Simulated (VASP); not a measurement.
# SnSe (Fm-3m) in VASP: single point with PBEsol

Aim: the single point of SnSe with PBEsol.

Program: VASP 6.6.1. These are calculated values, not measurements. Logs are shortened: lines on timing, memory, paths and dates and some standing lists are left out, and cuts for length are marked.

## Step 1: The crystal as given

Symmetry: Fm-3m, No. 225, cubic system. The conventional cell has a = 5.952 Å, b = 5.952 Å, c = 5.952 Å, α = 90.00°, β = 90.00°, γ = 90.00°. Around Sn (site symmetry m-3m) lie 6 Se at 2.98 Å. Se (site symmetry m-3m) is surrounded by 6 Sn at 2.98 Å.

Measurements of this composition are mostly on another form, of space group No. 62.

## Step 2: Single point, PBEsol, non-collinear spin, zero start, spin-orbit coupling

INCAR reads:

```
SYSTEM = SnSe
PREC = Accurate ; ENCUT = 520
EDIFF = 1E-6 ; ISMEAR = 0
SIGMA = 0.02 ; LREAL = .False.
LASPH = .True. ; NELM = 60
ALGO = Normal ; ISIF = 2
LWAVE = .False. ; LCHARG = .False.
MAGMOM = 0 0 0 0 0 0 ; LORBIT = 11
LSORBIT = .True. ; GGA_COMPAT = .False.
GGA = PS ; NBANDS = 32
```

KPOINTS reads:

```
Automatic mesh
0
Gamma
  10 10 10
  0 0 0
```

POSCAR reads:

```
SnSe
1.0
    0.0000000000      2.9758100000      2.9758100000
    2.9758100000      0.0000000000      2.9758100000
    2.9758100000      2.9758100000      0.0000000000
Sn Se
1 1
Direct
    0.0000000000      0.0000000000      0.0000000000
    0.5000000000      0.5000000000      0.5000000000
```

Potentials or basis: VASP PAW PBE potentials, release 64 (Sn_d, Se).

The run is started by

```bash
> cat potpaw_PBE.64/Sn_d/POTCAR potpaw_PBE.64/Se/POTCAR > POTCAR
> mpirun -np 1 vasp_ncl > vasp.out
```

OUTCAR:

```text
SYSTEM = SnSe
   PREC = Accurate
   ENCUT = 520
   EDIFF = 1E-6
   ISMEAR = 0
   LREAL = .False.
   LASPH = .True.
   NELM = 60
   ISIF = 2
   LORBIT = 11
   LSORBIT = .True.
   GGA = PS

 ion  position               nearest neighbor table
   1  0.000  0.000  0.000-   2 2.98   2 2.98   2 2.98   2 2.98   2 2.98   2 2.98
   2  0.500  0.500  0.500-   1 2.98   1 2.98   1 2.98   1 2.98   1 2.98   1 2.98

  LATTYP: Found a face centered cubic cell.
 ALAT       =     5.9516200000

  Lattice vectors:

 A1 = (   0.0000000000,   2.9758100000,   2.9758100000)
 A2 = (   2.9758100000,   0.0000000000,   2.9758100000)
 A3 = (   2.9758100000,   2.9758100000,   0.0000000000)

Analysis of symmetry for initial positions (statically):
=====================================================================
 Subroutine PRICEL returns:
 Original cell was already a primitive cell.

 Routine SETGRP: Setting up the symmetry group for a
 face centered cubic supercell.

 Subroutine GETGRP returns: Found 48 space group operations
 (whereof 48 operations were pure point group operations)
 out of a pool of 48 trial point group operations.

The static configuration has the point symmetry O_h .

Analysis of symmetry for dynamics (positions and initial velocities):
=====================================================================
 Subroutine PRICEL returns:
 Original cell was already a primitive cell.

 Routine SETGRP: Setting up the symmetry group for a
 face centered cubic supercell.

 Subroutine GETGRP returns: Found 48 space group operations
 (whereof 48 operations were pure point group operations)
 out of a pool of 48 trial point group operations.

The dynamic configuration has the point symmetry O_h .

Analysis of structural, dynamic, and magnetic symmetry:
=====================================================================
 Subroutine PRICEL returns:
 Original cell was already a primitive cell.

 Routine SETGRP: Setting up the symmetry group for a
 face centered cubic supercell.

 Subroutine GETGRP returns: Found 48 space group operations
 (whereof 48 operations were pure point group operations)
 out of a pool of 48 trial point group operations.

The overall configuration has the point symmetry O_h .

 Subroutine INISYM returns: Found 48 space group operations
 (whereof 48 operations are pure point group operations),
 and found     1 'primitive' translations

----------------------------------------------------------------------------------------

                                     Primitive cell

  volume of cell :      52.7042

  direct lattice vectors                    reciprocal lattice vectors
     0.000000000  2.975810000  2.975810000    -0.168021480  0.168021480  0.168021480
     2.975810000  0.000000000  2.975810000     0.168021480 -0.168021480  0.168021480
     2.975810000  2.975810000  0.000000000     0.168021480  0.168021480 -0.168021480

  length of vectors
     4.208430861  4.208430861  4.208430861     0.291021740  0.291021740  0.291021740

  position of ions in fractional coordinates (direct lattice)
     0.000000000  0.000000000  0.000000000
     0.500000000  0.500000000  0.500000000

  ion indices of the primitive-cell ions
   primitive index   ion index
                 1           1
                 2           2

----------------------------------------------------------------------------------------

 KPOINTS: Automatic mesh

Automatic generation of k-mesh.
 Grid dimensions read from file:
 generate k-points for:   10   10   10

 Generating k-lattice:

  Cartesian coordinates                     Fractional coordinates (reciprocal lattice)
    -0.016802148  0.016802148  0.016802148     0.100000000  0.000000000  0.000000000
     0.016802148 -0.016802148  0.016802148     0.000000000  0.100000000  0.000000000
     0.016802148  0.016802148 -0.016802148     0.000000000  0.000000000  0.100000000

  Length of vectors
     0.029102174  0.029102174  0.029102174

  Shift w.r.t. Gamma in fractional coordinates (k-lattice)
     0.000000000  0.000000000  0.000000000

 Subroutine IBZKPT returns following result:
 ===========================================

 Found     47 irreducible k-points:

 Following reciprocal coordinates:
            Coordinates               Weight
  0.000000  0.000000  0.000000      1.000000
  0.100000  0.000000  0.000000      8.000000
  0.200000  0.000000  0.000000      8.000000
  0.300000  0.000000  0.000000      8.000000
  0.400000  0.000000  0.000000      8.000000
  0.500000  0.000000  0.000000      4.000000
[... 16 lines left out ...]
  0.300000  0.300000  0.000000      6.000000
  0.400000  0.300000  0.000000     24.000000
 [... further k-points ...]
   k-points           NKPTS =     47   k-points in BZ     NKDIM =     47   number of bands    NBANDS=     32
   number of dos      NEDOS =    301   number of ions     NIONS =      2
   total plane-waves  NPLWV =  32768
   dimension x,y,z NGX =    32 NGY =   32 NGZ =   32
   dimension x,y,z NGXF=    64 NGYF=   64 NGZF=   64
   ions per type =               1   1
   NGX,Y,Z   is equivalent  to a cutoff of  12.64, 12.64, 12.64 a.u.
   NGXF,Y,Z  is equivalent  to a cutoff of  25.28, 25.28, 25.28 a.u.
 SYSTEM =  SnSe
   PREC   = accura    normal or accurate (medium, high low for compatibility)
   ISTART =      0    job   : 0-new  1-cont  2-samecut
   ICHARG =      2    charge: 1-file 2-atom 10-const
   ISPIN  =      1    spin polarized calculation?
   LNONCOLLINEAR =      T non collinear calculations
   LSORBIT =      T    spin-orbit coupling
   LASPH  =      T    aspherical Exc in radial PAW
   ENCUT  =  520.0 eV  38.22 Ry    6.18 a.u.   7.82  7.82  7.82*2*pi/ulx,y,z
   NELM   =     60;   NELMIN=  2; NELMDL= -5     # of ELM steps
   EDIFF  = 0.1E-05   stopping-criterion for ELM
   LREAL  =      F    real-space projection
   EDIFFG = 0.1E-04   stopping-criterion for IOM
   NSW    =      0    number of steps for IOM
   IBRION =     -1    ionic relax: 0-MD 1-quasi-New 2-CG
   NFREE  =      0    steps in history (QN), initial steepest desc. (CG)
   ISIF   =      2    stress and relaxation
   ISYM   =      2    0-nonsym 1-usesym 2-fastsym
   POTIM  = 0.5000    time-step for ionic-motion
   TEBEG  =    0.0;   TEEND  =   0.0 temperature during run
   PSTRESS=    0.0 pullay stress
   NELECT =      20.0000    total number of electrons
   NUPDOWN=      -1.0000    fix difference up-down
   EMIN   =  10.00;   EMAX   =-10.00  energy-range for DOS
   EFERMI =   0.00;   METHOD = LEGACY
   ISMEAR =     0;   SIGMA  =   0.02  broadening in eV -4-tet -1-fermi 0-gaus
   EFERMI_NEDOS =   21; number of points for ismear=-14 and -15
   IALGO  =     38    algorithm
   IMIX   =      4    mixing-type and parameters
     AMIX     =   0.40;   BMIX     =  1.00
     AMIX_MAG =   1.60;   BMIX_MAG =  1.00
  volume/ion in A,a.u.               =      26.35       177.83
  Fermi-wavevector in a.u.,A,eV,Ry     =   1.185231  2.239762 19.113087  1.404772
  Thomas-Fermi vector in A             =   2.321429
   LORBIT       =     11    0 simple, 1 ext, 2 COOP (PROOUT), +10 PAW based schemes
   GGA     = PS    functional components
   LHFCALC =     F    Hartree Fock is set to
   AEXX    =    0.0000 exact exchange contribution
   IVDW    =     0    specifies the selected vdW correction
   LEPSILON=     F    determine dielectric tensor
   LRPA    =     F    only Hartree local field effects (RPA)
 Gauss-broadening in eV      SIGMA  =   0.02
  energy-cutoff  :      520.00
  volume of cell :       52.70
 maximum number of plane-waves:      2860
   NGX = 15   NGY = 15   NGZ = 15

 number of electron      20.0000000 magnetization       0.0000000      0.0000000      0.0000000

 number of electron      20.0000007 magnetization       0.0000000      0.0000000     -0.0000000

 number of electron      20.0000007 magnetization      -0.0000000     -0.0000000      0.0000000

 Free energy of the ion-electron system (eV)
  ---------------------------------------------------
  ext. energy  EPLUGINS =         0.00000000
  ---------------------------------------------------
  free energy    TOTEN  =        -9.04345539 eV

  energy without entropy =       -9.04345539  energy(sigma->0) =       -9.04345539

 E-fermi :   5.9690     XC(G=0):  -9.9298

 val. band max:        5.7959073616   @ k =  -0.2000   0.2000   0.0000
 cond. band min:       6.2553877282   @ k =  -0.4000   0.1000   0.0000
 fundamental gap:      0.4594803666
 Fermi energy:         5.9690139338

 k-point     1 :       0.0000    0.0000    0.0000
  band No.  band energies     occupation
      1     -16.2606      1.00000
      2     -16.2606      1.00000
      3     -16.2606      1.00000
      4     -16.2606      1.00000
      5     -15.2274      1.00000
      6     -15.2274      1.00000
[... 24 lines left out ...]
     31      11.6207      0.00000
     32      11.6207      0.00000

 k-point     2 :       0.1000    0.0000    0.0000
  band No.  band energies     occupation
      1     -16.2607      1.00000
      2     -16.2607      1.00000
      3     -16.2600      1.00000
      4     -16.2600      1.00000
      5     -15.2282      1.00000
      6     -15.2282      1.00000
[... 762 lines left out ...]
 k-point    24 :       0.4000    0.3000    0.0000
  band No.  band energies     occupation
      1     -16.2608      1.00000
      2     -16.2608      1.00000
      3     -16.2572      1.00000
      4     -16.2572      1.00000
      5     -15.2369      1.00000
      6     -15.2369      1.00000
[... 24 lines left out ...]
     31      16.5766      0.00000
     32      16.5766      0.00000

 [... further k-points ...]
[... 5 lines left out ...]
  --------------------------------------------------------------------------------------
  -------------------------------------------------------------------------------------
  Total       -0.0219668     -0.0219668     -0.0219668      0.0000000      0.0000000     -0.0000000
  in kB       -0.6677770     -0.6677770     -0.6677770      0.0000000      0.0000000     -0.0000000
  external PRESSURE =      -0.6677770 kB  Pullay stress =       0.0000000 kB

 VOLUME and BASIS-vectors are now :
 -----------------------------------------------------------------------------
  energy-cutoff  :      520.00
  volume of cell :       52.70
      direct lattice vectors                 reciprocal lattice vectors
     0.000000000  2.975810000  2.975810000    -0.168021480  0.168021480  0.168021480
     2.975810000  0.000000000  2.975810000     0.168021480 -0.168021480  0.168021480
     2.975810000  2.975810000  0.000000000     0.168021480  0.168021480 -0.168021480

 POSITION                                       TOTAL-FORCE (eV/Angst)
 -----------------------------------------------------------------------------------
      0.00000      0.00000      0.00000         0.000000      0.000000      0.000000
      2.97581      2.97581      2.97581         0.000000      0.000000     -0.000000
 -----------------------------------------------------------------------------------
    total drift:                                0.000000     -0.000000     -0.000000

  FREE ENERGIE OF THE ION-ELECTRON SYSTEM (eV)
  ---------------------------------------------------
  free  energy   TOTEN  =        -9.0434553933 eV

  energy  without entropy=       -9.0434553933  energy(sigma->0) =       -9.04345539

 Spin-Orbit-Coupling matrix elements

 Ion:    1  E_soc:     -0.0901411
 l=   1
     0.0000000    -0.0088593    -0.0088593
    -0.0088593     0.0000000    -0.0088593
    -0.0088593    -0.0088593     0.0000000
 l=   2
     0.0000000    -0.0012299     0.0000000    -0.0012299    -0.0049343
    -0.0012299     0.0000000    -0.0037008    -0.0012299    -0.0012336
     0.0000000    -0.0037008     0.0000000    -0.0037008     0.0000000
    -0.0012299    -0.0012299    -0.0037008     0.0000000    -0.0012336
    -0.0049343    -0.0012336     0.0000000    -0.0012336     0.0000000
 l=   3
     0.0000000     0.0000000     0.0000000     0.0000000     0.0000000     0.0000000     0.0000000
     0.0000000     0.0000000     0.0000000     0.0000000     0.0000000     0.0000000     0.0000000
     0.0000000     0.0000000     0.0000000     0.0000000     0.0000000     0.0000000     0.0000000
     0.0000000     0.0000000     0.0000000     0.0000000     0.0000000     0.0000000     0.0000000
     0.0000000     0.0000000     0.0000000     0.0000000     0.0000000     0.0000000     0.0000000
     0.0000000     0.0000000     0.0000000     0.0000000     0.0000000     0.0000000     0.0000000
     0.0000000     0.0000000     0.0000000     0.0000000     0.0000000     0.0000000     0.0000000

 Ion:    2  E_soc:     -0.0430257
 l=   1
     0.0000000    -0.0071822    -0.0071822
    -0.0071822     0.0000000    -0.0071822
    -0.0071822    -0.0071822     0.0000000
 l=   2
     0.0000000    -0.0000018     0.0000000    -0.0000018     0.0000130
    -0.0000018     0.0000000     0.0000097    -0.0000018     0.0000032
     0.0000000     0.0000097     0.0000000     0.0000097     0.0000000
    -0.0000018    -0.0000018     0.0000097     0.0000000     0.0000032
     0.0000130     0.0000032     0.0000000     0.0000032     0.0000000
 l=   3
     0.0000000     0.0000000     0.0000000     0.0000000     0.0000000     0.0000000     0.0000000
     0.0000000     0.0000000     0.0000000     0.0000000     0.0000000     0.0000000     0.0000000
     0.0000000     0.0000000     0.0000000     0.0000000     0.0000000     0.0000000     0.0000000
     0.0000000     0.0000000     0.0000000     0.0000000     0.0000000     0.0000000     0.0000000
     0.0000000     0.0000000     0.0000000     0.0000000     0.0000000     0.0000000     0.0000000
     0.0000000     0.0000000     0.0000000     0.0000000     0.0000000     0.0000000     0.0000000
     0.0000000     0.0000000     0.0000000     0.0000000     0.0000000     0.0000000     0.0000000

 total charge

# of ion       s       p       d       tot
------------------------------------------
    1        1.377   0.698   9.997  12.072
    2        1.481   2.284   0.029   3.794
--------------------------------------------------
tot          2.858   2.983  10.026  15.867

 magnetization (x)

# of ion       s       p       d       tot
------------------------------------------
    1        0.000   0.000   0.000   0.000
    2        0.000   0.000  -0.000   0.000
--------------------------------------------------
tot          0.000   0.000  -0.000   0.000

 magnetization (y)

# of ion       s       p       d       tot
------------------------------------------
    1        0.000   0.000   0.000   0.000
    2        0.000   0.000   0.000   0.000
--------------------------------------------------
tot          0.000   0.000   0.000   0.000

 magnetization (z)

# of ion       s       p       d       tot
------------------------------------------
    1        0.000   0.000   0.000   0.000
    2        0.000   0.000   0.000   0.000
--------------------------------------------------
tot          0.000   0.000   0.000   0.000
```

Run time: 84 s. Hardware: 1 thread of AMD EPYC 9R14 (Zen 4), shared host; peak memory 0.34 GiB.

Results:

| Item | Value |
| --- | --- |
| Free energy | -9.0435 eV |
| Pressure | -0.1 GPa |
| Net moment | 0.00 μB per cell |
| Valence electrons inside the program's atomic spheres | Sn 12.07; Se 3.79 |

Moments on the atoms (μB; x, y, z):
```
Sn  0.00 0.00 0.00
Se  0.00 0.00 0.00
```

Caveat: the PAW data sets were made with another functional, which shifts forces and pressure a little.
